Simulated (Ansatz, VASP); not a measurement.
Ba in VASP and in Ansatz

```
Ba
1.0
     3.92144    0.00000    0.00000
     0.00000    3.86267    0.00000
     0.00000    0.00000    3.92144
Ba
1
Direct
  0.00000 0.00000 0.00000
```

Alike in both runs: task single point; functional PBEsol; k mesh 10 × 10 × 10; occupations gaussian, width 0.1 eV; no spin polarisation.

|  | VASP | Ansatz |
| --- | --- | --- |
| version | VASP 6.6.1 | Ansatz 0.2.0 |
| potentials or method | VASP PAW PBE potentials, release 64 (Ba_sv) | scalar-relativistic, plane waves, PAW |
| plane-wave cutoff (eV) | 520 | 420 |
| valence electrons in the cell | 10 | 10 |

VASP gave:

| Property | Result |
| --- | --- |
| gap on the k mesh at the Fermi level (eV) | none |
| pressure (GPa) | -0.4 |
| largest component of the traceless stress (GPa) | 0.29 |

Task: What did Ansatz give for the same quantities?

Result: gap on the k mesh at the Fermi level (eV): none; pressure (GPa): -0.5; largest component of the traceless stress (GPa): 0.29.

A gap of «none» marks a metal or a gap that the smearing closes.

Caveats: the PAW data sets were made with another functional, which shifts forces and pressure a little (VASP). Spin-orbit coupling is left out, which matters for the levels of Ba.
